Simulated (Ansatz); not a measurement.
**Y: element swaps in one structure**

An exercise on one series of results from a longer session: the logs are not shown, and one member is left open.

Computed with Ansatz 0.2.0 (DFT PBEsol, scalar-relativistic, plane waves, PAW, unless a step's input says otherwise).

1 further run of the same task is left out (set aside as unsound or not needed). Runs told in other sessions of the task aren't counted.

## The starting structure

Symmetry: Fm-3m, No. 225, cubic system. Conventional cell: a = 4.977 Å, b = 4.977 Å, c = 4.977 Å, α = 90.00°, β = 90.00°, γ = 90.00°. Y (site symmetry m-3m) has 12 Y at 3.52 Å in its first shell of neighbours.

Coordinates:

```cif
data_structure
_symmetry_space_group_name_H-M 'P 1'
_symmetry_Int_Tables_number 1
_cell_length_a 3.5192
_cell_length_b 3.5192
_cell_length_c 3.5192
_cell_angle_alpha 60.000
_cell_angle_beta 60.000
_cell_angle_gamma 60.000
_cell_volume 30.82
loop_
_atom_site_label
_atom_site_type_symbol
_atom_site_fract_x
_atom_site_fract_y
_atom_site_fract_z
_atom_site_occupancy
Y1 Y 0.00000 0.00000 0.00000 1
```

It is the result of an earlier relaxation at this level (volume 30.82 Å³/atom; gap on the mesh: none (metal)).

Set-up of the first run:

Contents of input.yaml:

```yaml
crystal:
  lattice:
    - [0.0, 2.1395283942, 2.1395283942]
    - [2.1395283942, 0.0, 2.1395283942]
    - [2.1395283942, 2.1395283942, 0.0]
  atoms:
    - { symbol: V, position: [0.0, 0.0, 0.0], spin: 2.0 }
basis:
  ecutwfc: 420
kpoints:
  mp_grid: { grid: [8, 8, 8] }
hamiltonian:
  xc: pbesol
scf:
  occupations: { method: gaussian, width: 0.1 }
  lower_state_search: "off"
output:
  forces: true
  stress: true
  eigenvalues: true
  populations: true
magnetization:
  spin_polarized: true
```

Started as:

```bash
ansatz run input.yaml --threads 1 --pin off --max-ram 2560MiB --backend cpu --events-out ev --progress --plain --runs-dir out
```

Steps of the session up to this table: Quick check of gap, pressure and forces (V); Coarse relaxation (V); Relaxing cell and atoms (V); Probe: one point at the start (Sb); A loose first relaxation (Sb); Full relaxation (Sb).

One table of the session follows, with a row left open; its other results are not shown here.

It belongs to the step «The crystals compared». Lengths are those of the vectors of the cell that was run:

```
  swap  volume (Å³/atom)  a (Å)  b (Å)  c (Å)
  none             30.82  3.519  3.519  3.519
Y → Fe              9.88  2.409  2.409  2.409
Y → Sr             51.59  4.179  4.179  4.179
 Y → V             13.39  2.665  2.665  2.665
Y → Sb                 ?      ?      ?      ?
```

Q: Estimate the row for Y → Sb from the others.

The run gave: volume (Å³/atom): 26.18; a (Å): 3.333; b (Å): 3.333; c (Å): 3.333. In the column «volume (Å³/atom)» it lies between Y → V (13.39) and none (30.82).

Lengths are those of the computed cell. Rows of earlier swaps come from the sessions before.

Caveats from the session: Warnings in the runs' records: seeded moment not kept.
